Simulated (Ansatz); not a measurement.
**Dielectric function and optical constants of Al2O3 (Corundum)**

Wanted: where Al2O3 (Corundum) starts to absorb, how strongly, and its refractive index.

Main program and level: Ansatz 0.2.0; DFT, PBE, plane-wave PAW, default files, scalar-relativistic, independent-particle optical response without local fields.

**Measured values to reproduce.**

“Multi-petahertz electron interference in Cr:Al2O3 solid-state material” (2018, pmc:5906618) quotes from earlier work for Al2O3, alpha (corundum) (high-purity reference sample): band gap (optical band gap of host from absorption) 8.7 eV [literature value quoted for a high-purity sample; optical absorption edge, temperature …].

For Al2O3, corundum (500 um thick double-side polished bare wafer, 300 K), “Measurement of optical constants of TiN and TiN/Ti/TiN multilayer films for microwave kinetic inductance photon-number-resolving detectors” (2018, arxiv:1802.06737) gives, by spectrophotometer reflectance and transmittance with transfer-matrix analysis: refractive index (n, approximately wavelength independent over 400-2000 nm, normal …) 1.75 [single wavelength-independent value for 400-2000 nm, dispersion neglected; derived from R …].

Most raw output is cut from this account.

**1. Starting point**

The structure is trigonal, space group R-3c (No. 167). The conventional cell has a = 4.760 Å, b = 4.760 Å, c = 12.996 Å, α = 90.00°, β = 90.00°, γ = 120.00°. Nearest to Al lie 6 O at 1.85 to 1.97 Å. Nearest to O lie 4 Al at 1.85 to 1.97 Å. Farther neighbours and most contacts between anions are not listed.

**2. Ground state and bands**

The self-consistent density comes first; it also tells whether there is a gap, which decides the occupations and the need for a Drude term.

This step: DFT, PBE, plane-wave PAW, default files, scalar-relativistic, ground state (Ansatz 0.2.0).

Input file input.yaml:

```yaml
crystal:
  lattice:
    - [2.38025, 1.3742379782, 4.3318666667]
    - [-2.38025, 1.3742379782, 4.3318666667]
    - [0.0, -2.7484759565, 4.3318666667]
  atoms:
    - { symbol: Al, position: [0.85216, 0.85216, 0.85216] }
    - { symbol: Al, position: [0.64784, 0.64784, 0.64784] }
    - { symbol: Al, position: [0.14784, 0.14784, 0.14784] }
    - { symbol: Al, position: [0.35216, 0.35216, 0.35216] }
    - { symbol: O, position: [0.05668, 0.75, 0.44332] }
    - { symbol: O, position: [0.75, 0.44332, 0.05668] }
    - { symbol: O, position: [0.44332, 0.05668, 0.75] }
    - { symbol: O, position: [0.94332, 0.25, 0.55668] }
    - { symbol: O, position: [0.25, 0.55668, 0.94332] }
    - { symbol: O, position: [0.55668, 0.94332, 0.25] }
kpoints:
  mp_grid: { grid: [6, 6, 6] }
  band_path:
    path:
      - [[0.0, 0.0, 0.0], [0.5, 0.0, 0.0], [0.5, 0.23376048, -0.23376048]]
      - [[0.76623952, 0.5, 0.23376048], [0.5, 0.5, 0.5], [0.0, 0.0, 0.0], [0.36688024, 0.0, -0.36688024]]
      - [[0.63311976, 0.36688024, 0.0], [0.5, 0.5, 0.0], [0.63311976, 0.63311976, 0.23376048], [0.5, 0.5, 0.5]]
      - [[0.5, 0.0, 0.0], [0.76623952, 0.36688024, 0.36688024]]
    npoints: 7
scf:
  occupations: { method: fermi_dirac, width: 0.05 }
  n_extra_bands: 14
hamiltonian:
  xc: pbe
  pseudopotentials: { kind: paw }
output:
  forces: true
  stress: true
  populations: true
  write_bands: true
  write_density: true
  write_potential: true
  elf: true
  volumetric_format: npy
```

On the command line:

```sh
$ ansatz run input.yaml --threads 8 --pin off --max-ram 16384MiB --backend cpu --events-out ev --progress --plain --runs-dir out
```

Run time: 1.5 s. Hardware: 8 threads of Arm Neoverse V2, shared host; peak memory 0.5 GiB.

Numbers from this step:

| Item | Value |
| --- | --- |
| free energy | -5569.5509 eV |
| Fermi energy | 10.92 eV |
| gap by band count | 6.217 eV |
| electrons | 48 |
| symmetry operations | 12 |
| pressure | 7.343 GPa |
| gap on the k-mesh | 6.217 eV |
| volume | 85.02 Å³ |
| gap on the path | 6.217 eV |
| least direct gap on the path | 6.217 eV |

There is a gap, 6.22 eV on the path, so no carriers' term is needed. The cell is left with a pressure of 7.3 GPa and forces up to 0.03 eV/Å, as it stands unrelaxed at this level.

The electronic bands at the labelled points (eV, zero at the Fermi level; v1 is the highest filled band, c1 the lowest empty one):

```
          point     v4     v3     v2     v1    c1    c2    c3    c4
              Γ  -3.67  -3.21  -3.21  -3.17  3.05  5.99  7.59  8.37
0.57 of the way  -3.96  -3.66  -3.36  -3.31  4.59  6.78  7.12  7.50
              L  -4.08  -4.08  -3.44  -3.44  6.30  6.30  6.48  6.48
0.57 of the way  -4.01  -4.01  -3.50  -3.50  6.20  6.20  6.74  6.74
             B1  -4.02  -4.02  -3.68  -3.68  6.54  6.54  6.96  6.96
      jump to B  -4.02  -4.02  -3.68  -3.68  6.54  6.54  6.96  6.96
0.57 of the way  -3.93  -3.93  -3.67  -3.67  6.05  6.05  7.75  7.75
              Z  -3.55  -3.55  -3.55  -3.55  5.51  5.51  7.94  7.94
0.43 of the way  -3.69  -3.69  -3.32  -3.32  4.26  6.03  7.44  8.47
              Γ  -3.67  -3.21  -3.21  -3.17  3.05  5.99  7.59  8.37
0.43 of the way  -3.97  -3.68  -3.30  -3.23  4.37  6.75  7.10  7.41
              X  -4.06  -4.02  -3.73  -3.46  6.34  6.38  6.58  7.06
      jump to Q  -4.06  -4.02  -3.73  -3.46  6.34  6.38  6.58  7.06
0.43 of the way  -4.13  -3.97  -3.92  -3.44  6.42  6.59  6.65  7.03
              F  -4.20  -4.09  -3.91  -3.43  6.47  6.56  6.76  7.24
0.43 of the way  -4.20  -4.05  -3.93  -3.47  6.55  6.60  6.82  7.13
             P1  -4.21  -4.03  -3.92  -3.64  6.58  6.77  7.03  7.21
0.57 of the way  -3.88  -3.82  -3.66  -3.64  5.93  5.93  7.67  8.01
              Z  -3.55  -3.55  -3.55  -3.55  5.51  5.51  7.94  7.94
      jump to L  -4.08  -4.08  -3.44  -3.44  6.30  6.30  6.48  6.48
0.57 of the way  -4.24  -3.98  -3.65  -3.58  6.17  6.43  6.75  7.05
              P  -4.21  -4.03  -3.92  -3.64  6.58  6.77  7.03  7.21
```

Valence density in the ac plane of the conventional cell at fractional y = 0.000, with atoms of Al and O within 0.2 Å of it. It is the smooth field of the valence electrons, not physical close to the nuclei.

Ten even steps from '_' (0.0 e/Å³) to '@' (6.2 e/Å³), each cell a mean:
```
________..::..______________
______--%%@@==______________
______::****--______________
____________________________
________________..::::..____
______________..==@@%%--..__
________________--##**--____
____________________..______
______........______________
____..--%%@@==______________
______::****--______________
____________________________
________________..::..______
______________::##@@++..____
______________..++##==..____
____________________________
______..::..________________
____::**@@**::______________
____..++##++..______________
________..__________________
________________..::..______
______________::##@@++..____
______________..++##==..____
____________________________
```

ELF in the ac plane of the conventional cell at fractional y = 0.000, with atoms of Al and O within 0.2 Å of it. It is the smooth field of the valence electrons, not physical close to the nuclei.

Values, 24 rows by 14 columns, each cell a mean:
```
0.04 0.11 0.34 0.58 0.69 0.70 0.59 0.32 0.13 0.09 0.06 0.04 0.04 0.04
0.08 0.33 0.72 0.80 0.62 0.59 0.77 0.62 0.19 0.04 0.05 0.08 0.10 0.08
0.03 0.27 0.73 0.82 0.71 0.69 0.79 0.59 0.16 0.04 0.06 0.09 0.07 0.03
0.02 0.04 0.27 0.47 0.56 0.59 0.47 0.21 0.12 0.18 0.22 0.20 0.07 0.02
0.04 0.08 0.10 0.09 0.08 0.09 0.12 0.32 0.59 0.70 0.74 0.73 0.49 0.11
0.12 0.13 0.11 0.07 0.04 0.05 0.23 0.67 0.77 0.56 0.61 0.80 0.64 0.22
0.11 0.13 0.11 0.07 0.04 0.04 0.20 0.60 0.77 0.66 0.69 0.81 0.64 0.21
0.02 0.04 0.09 0.14 0.17 0.19 0.15 0.21 0.42 0.57 0.62 0.59 0.35 0.06
0.02 0.08 0.43 0.64 0.70 0.72 0.63 0.33 0.10 0.09 0.11 0.11 0.04 0.02
0.04 0.34 0.78 0.83 0.63 0.59 0.79 0.64 0.19 0.04 0.06 0.10 0.09 0.05
0.07 0.27 0.64 0.78 0.70 0.68 0.77 0.56 0.17 0.04 0.04 0.07 0.08 0.07
0.02 0.06 0.20 0.40 0.55 0.57 0.43 0.23 0.18 0.18 0.13 0.06 0.03 0.02
0.03 0.04 0.04 0.05 0.08 0.10 0.20 0.48 0.67 0.71 0.64 0.46 0.20 0.05
0.07 0.09 0.09 0.06 0.04 0.08 0.42 0.76 0.69 0.55 0.74 0.79 0.54 0.14
0.02 0.05 0.09 0.08 0.05 0.07 0.38 0.75 0.75 0.66 0.78 0.81 0.52 0.07
0.02 0.02 0.15 0.22 0.20 0.14 0.14 0.35 0.56 0.58 0.52 0.38 0.12 0.01
0.05 0.29 0.66 0.75 0.73 0.66 0.46 0.18 0.09 0.09 0.09 0.09 0.09 0.06
0.14 0.43 0.78 0.72 0.52 0.69 0.77 0.45 0.09 0.04 0.06 0.09 0.13 0.13
0.12 0.42 0.78 0.77 0.63 0.74 0.72 0.38 0.08 0.04 0.06 0.09 0.13 0.12
0.03 0.18 0.51 0.62 0.61 0.50 0.30 0.15 0.17 0.18 0.16 0.12 0.06 0.03
0.02 0.02 0.08 0.12 0.10 0.08 0.19 0.51 0.70 0.71 0.67 0.56 0.22 0.02
0.04 0.07 0.10 0.08 0.04 0.08 0.43 0.78 0.70 0.55 0.76 0.83 0.59 0.11
0.06 0.08 0.07 0.05 0.04 0.07 0.36 0.72 0.73 0.66 0.76 0.74 0.46 0.12
0.02 0.03 0.04 0.09 0.16 0.19 0.18 0.32 0.52 0.58 0.48 0.30 0.11 0.03
```

**3. Spectrum**

The spectrum is a sum over vertical transitions between filled and empty bands at the fixed density, so many empty bands are needed.

This step: DFT, PBE, plane-wave PAW, default files, scalar-relativistic, independent-particle optical response without local fields (Ansatz 0.2.0).

input.yaml, the sections that differ from step 2:

```yaml
kpoints:
  mp_grid: { grid: [6, 6, 6] }
scf:
  occupations: { method: fixed }
output:
  optics:
    e_range: [0, 12]
    de: 0.05
    sigma: 0.1
    nscf_kmesh: { grid: [6, 6, 6] }
    bands: { spectra_wanted_up_to: 12 }
# crystal, hamiltonian: as in step 2
```

Wall time 9.3 s (8 threads); peak memory 1.2 GiB.

Read-outs, printed or worked out from the files:

| Property | Result |
| --- | --- |
| electronic dielectric constant ε∞, mean over x, y and z (by symmetry where fewer were run) | 3.311 |
| absorption onset, first axis (α over 10⁴ cm⁻¹, or the direct gap if that lies higher) | 6.238 eV |
| main peak of Im epsilon, first axis | 11.24 eV |
| least direct gap on the mesh | 6.217 eV |
| bands summed | 50 |
| spectra valid up to | 20.02 eV |
| program's estimate of the k-sum error in Im epsilon | 0.13 % |
| electrons in the f-sum | 26.13 |

The Im ε has structure finer than the step of the table below, so its rows give means over 0.5 eV, whole bins alone (the curve runs from 0 to 12 eV). Peaks (eV: height): E ∥ x or y 11.25: 6.20; E ∥ z 11.20: 5.19.

Table of Im ε by photon energy; means over each step:

```
photon energy (eV)  E ∥ x or y   E ∥ z
               5.5           0       0
               6.0     0.00790  0.0158
               6.5       0.348   0.370
               7.0       0.593   0.616
               7.5       0.755   0.772
               8.0       0.930   0.909
               8.5        1.09    1.05
               9.0        1.30    1.22
               9.5        1.85    1.57
              10.0        2.87    3.04
              10.5        3.92    4.02
              11.0        5.40    4.87
              11.5        5.77    4.79
```

Re ε against photon energy:

```
photon energy (eV)  E ∥ x or y  E ∥ z
               0.0        3.33   3.28
               0.5        3.33   3.29
               1.0        3.34   3.30
               1.5        3.36   3.32
               2.0        3.39   3.34
               2.5        3.42   3.38
               3.0        3.47   3.42
               3.5        3.53   3.48
               4.0        3.60   3.55
               4.5        3.70   3.65
               5.0        3.82   3.76
               5.5        3.98   3.92
               6.0        4.24   4.19
               6.5        4.58   4.50
               7.0        4.60   4.50
               7.5        4.69   4.56
               8.0        4.81   4.66
               8.5        5.00   4.83
               9.0        5.32   5.12
               9.5        5.99   5.68
              10.0        5.68   6.69
              10.5        6.27   5.39
              11.0        5.41   4.54
              11.5        2.99   2.84
              12.0        3.12   2.40
```

The reflectivity at normal incidence by photon energy; read off at these points:

```
photon energy (eV)  E ∥ x or y (%)  E ∥ z (%)
             0.000            8.51       8.34
             0.250            8.51       8.34
             0.500            8.52       8.35
             0.750            8.54       8.37
             1.000            8.57       8.40
             1.250            8.60       8.43
             1.500            8.64       8.47
             1.750            8.69       8.52
             2.000            8.75       8.58
             2.250            8.82       8.65
             2.500            8.90       8.72
             2.750            8.99       8.81
             3.000            9.08       8.90
             3.250            9.19       9.01
             3.500            9.32       9.13
             3.750            9.45       9.27
             4.000            9.61       9.41
             4.250            9.78       9.58
             4.500            9.97       9.77
             4.750            10.2       9.98
             5.000            10.4       10.2
             5.250            10.7       10.5
             5.500            11.0       10.8
             5.750            11.4       11.2
             6.000            12.0       11.8
             6.250            13.0       12.8
             6.500            13.3       13.0
             6.750            13.3       13.1
             7.000            13.5       13.2
             7.250            13.7       13.3
             7.500            13.9       13.5
             7.750            14.2       13.7
             8.000            14.5       14.0
             8.250            14.8       14.3
             8.500            15.3       14.7
             8.750            15.8       15.2
             9.000            16.4       15.8
             9.250            17.3       16.6
             9.500            18.7       17.7
             9.750            20.8       19.3
            10.000            20.1       22.5
            10.250            20.6       21.8
            10.500            23.6       22.0
            10.750            24.3       23.0
            11.000            25.3       23.5
            11.150            27.1       24.3
            11.250            27.4       24.1
            11.500            27.1       23.5
            11.750            23.9       21.6
            12.000            23.8       19.6
```

Table of loss function −Im 1/ε at q → 0 by energy loss; read off at these points:

```
energy loss (eV)  E ∥ x or y    E ∥ z
           6.000      6.2e-7   6.1e-6
           6.250     0.00386  0.00636
           6.500      0.0179   0.0192
           6.750      0.0236   0.0254
           7.000      0.0276   0.0299
           7.250      0.0308   0.0335
           7.500      0.0332   0.0361
           7.750      0.0362   0.0385
           8.000      0.0387   0.0402
           8.250      0.0405   0.0418
           8.500      0.0417   0.0430
           8.750      0.0426   0.0437
           9.000      0.0432   0.0440
           9.250      0.0433   0.0441
           9.500      0.0437   0.0441
           9.750      0.0598   0.0474
          10.000      0.0711   0.0572
          10.250      0.0644   0.0868
          10.500      0.0729   0.0884
          10.750      0.0867   0.0994
          11.000      0.0924    0.110
          11.250       0.110    0.130
          11.500       0.134    0.153
          11.750       0.162    0.171
          11.800       0.163    0.175
          12.000       0.144    0.187
```

Values under 1 per cm are given as 1. Table of absorption coefficient by photon energy:

```
photon energy (eV)  E ∥ x or y (1/cm)  E ∥ z (1/cm)
             0.000                  1             1
             0.500                  1             1
             1.000                  1             1
             1.500                  1             1
             2.000                  1             1
             2.500                  1             1
             3.000                  1             1
             3.500                  1             1
             4.000                  1             1
             4.500                  1             1
             5.000                  1             1
             5.500                  1             1
             6.000               1.64          16.0
             6.500              58368         60707
             7.000              97984         1.0e5
             7.500              1.3e5         1.4e5
             8.000              1.7e5         1.7e5
             8.500              2.1e5         2.0e5
             9.000              2.5e5         2.4e5
             9.500              3.3e5         3.1e5
            10.000              6.0e5         6.0e5
            10.500              8.3e5         8.5e5
            11.000              1.2e6         1.1e6
            11.500              1.6e6         1.4e6
            12.000              1.4e6         1.3e6
```

Optical constants at common wavelengths, from n + ik = √ε:

```
wavelength (nm)  n xy   k xy  R (%) xy     1/α xy   n z    k z  R (%) z      1/α z
           1550  1.83  0.000       8.5  over 1 mm  1.81  0.000      8.4  over 1 mm
            800  1.83  0.000       8.7  over 1 mm  1.82  0.000      8.5  over 1 mm
            633  1.84  0.000       8.7  over 1 mm  1.83  0.000      8.6  over 1 mm
            532  1.85  0.000       8.8  over 1 mm  1.83  0.000      8.7  over 1 mm
            450  1.86  0.000       9.0  over 1 mm  1.84  0.000      8.8  over 1 mm
            405  1.86  0.000       9.1  over 1 mm  1.85  0.000      8.9  over 1 mm
            308  1.90  0.000       9.6  over 1 mm  1.89  0.000      9.4  over 1 mm
```

A film 1 µm thick would pass 84 % of daylight and look colourless in transmission (x = 0.313, y = 0.330).

The first strong peak, at 11.24 eV, fits the third-highest filled and the third-lowest empty band, which run nearly parallel at that distance over 50 % of Z–Γ; the match rests on energies alone.

The f-sum over the summed bands holds 26.1 of the cell's 48 electrons outside the frozen cores, 12 of which lie in bands more than 12 eV below the Fermi level, whose transitions come at higher energies. Up to 12 eV the strength has a mean oscillator energy of 10.3 eV, and these transitions give 37 % of ε∞ − 1 along x; the rest comes from higher ones.

**4. Results**

| Quantity | Value |
| --- | --- |
| gap on the path | 6.22 eV |
| least direct gap on the path | 6.22 eV |
| electronic dielectric constant ε∞, mean over x, y and z (by symmetry where fewer were run) (independent particles) | 3.31 |
| absorption onset, first axis (α over 10⁴ cm⁻¹, or the direct gap if that lies higher) | 6.24 eV |
| main peak of Im epsilon, first axis | 11.2 eV |

In words: At this level (PBE, independent particles) Al2O3 has a mean ε∞ = 3.31 and n = 1.83 at 1550 nm (E ∥ x); absorption sets in near 6.2 eV, and Im ε peaks at 11.2 eV (E ∥ x). The gap on the path is direct, 6.22 eV. The absorption coefficient passes 10⁴ cm⁻¹ at 6.24 eV, in the ultraviolet, so the visible is passed. The static values by axis are 3.33 (xy), 3.28 (z). The first strong peak, at 11.24 eV, fits the third-highest filled and the third-lowest empty band, which run nearly parallel at that distance over 50 % of Z–Γ; the match rests on energies alone. A film 1 µm thick would pass 84 % of daylight and look colourless in transmission (x = 0.313, y = 0.330). Excitons and phonon-assisted transitions are missing, and so are local fields; PBE gaps are as a rule too small, which pulls the onset down and ε∞ up. In the base run ε includes the program's bounded estimate of what the bands above those summed add.

Comparison with the measured values:

| quantity | measured | PBE | PBE, no local fields |
| --- | --- | --- | --- |
| band gap (least gap) (eV) | 8.7 | 6.22 (-2.48 eV) | - |
| refractive index (at 2000 nm) | 1.75 | - | 1.83 (+4.3 %) |

Measured values from pmc:5906618 (2018) and arxiv:1802.06737 (2018).

Verdict: The band gap is off by -2.48 eV: a clear miss. Local and semilocal functionals usually give gaps below the measured ones. An optical gap can lie under the band gap by the exciton's binding. Zero-point and thermal motion shift the measured gap. The refractive index is off by +4.3 %: good agreement. No cell relaxation is part of this session.

[Logs are printed without paths, hosts, clocks, repeated set-up lines and the standing remarks that a program may print on its own settings, such as how far it seeks lower states.]

[Hosts, paths, dates, database ids (printed as entryN), source tags and the programs' standing remarks are cut or masked in the printed files.]
